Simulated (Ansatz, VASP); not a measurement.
**Two plane-wave programs on Mo**

INCAR

```
  PREC = Accurate
  ENCUT = 520
  EDIFF = 1E-6
  ISMEAR = 0
  SIGMA = 0.15
  LREAL = F
  LASPH = T
  NELM = 60
  ALGO = Fast
  ISIF = 2
  LWAVE = F
  LCHARG = F
  GGA = PS
  NBANDS = 13
```

File KPOINTS:

```
regular mesh
0
Gamma
  24 24 24
```

Contents of POSCAR:

```
Mo
1.0
    2.6052186534      0.0000000000      0.0000000000
   -1.3026093267      2.2561855362      0.0000000000
    0.0000000000      0.0000000000      2.5543728523
Mo
1
Direct
    0.0000000000      0.0000000000      0.5000000000
```

Input for Ansatz:

```yaml
crystal:
  lattice:
    - [2.6052186534, 0.0, 0.0]
    - [-1.3026093267, 2.2561855362, 0.0]
    - [0.0, 0.0, 2.5543728523]
  atoms:
    - { symbol: Mo, position: [0.0, 0.0, 0.5] }
basis:
  ecutwfc: 420
kpoints:
  mp_grid: { grid: [24, 24, 24] }
hamiltonian:
  xc: pbesol
scf:
  occupations: { method: gaussian, width: 0.15 }
output:
  forces: true
  stress: true
  eigenvalues: true
  write_density: true
  write_potential: true
  elf: true
  volumetric_format: npy
```

Change from the starting cell: strain -0.050 along x and y, +0.025 along z, atoms carried along.

Alike in both runs: task single point; functional PBEsol; k mesh 24 × 24 × 24; occupations gaussian, width 0.15 eV; no spin polarisation.

```csv
,VASP,Ansatz
version,VASP 6.6.1,Ansatz 0.2.0
potentials or method,"VASP PAW PBE potentials, release 64 (Mo_sv)","scalar-relativistic, plane waves, PAW"
plane-wave cutoff (eV),520,420
valence electrons in the cell,14,14
```

```tsv
	VASP	Ansatz	Ansatz less VASP
gap on the k mesh at the Fermi level (eV)	none	none	-
pressure (GPa)	23.3	22.5	-0.78
largest component of the traceless stress (GPa)	21.09	21.06	-0.032
```

A gap of «none» marks a metal or a gap that the smearing closes. The functional is the same, so the differences come from potentials, cutoffs and numerics.

Caveats: so large a pressure means that the cell lies far from this level's equilibrium, or that cutoff or potentials fall short (VASP); the potentials were made for another functional, which shifts forces and pressure (VASP).
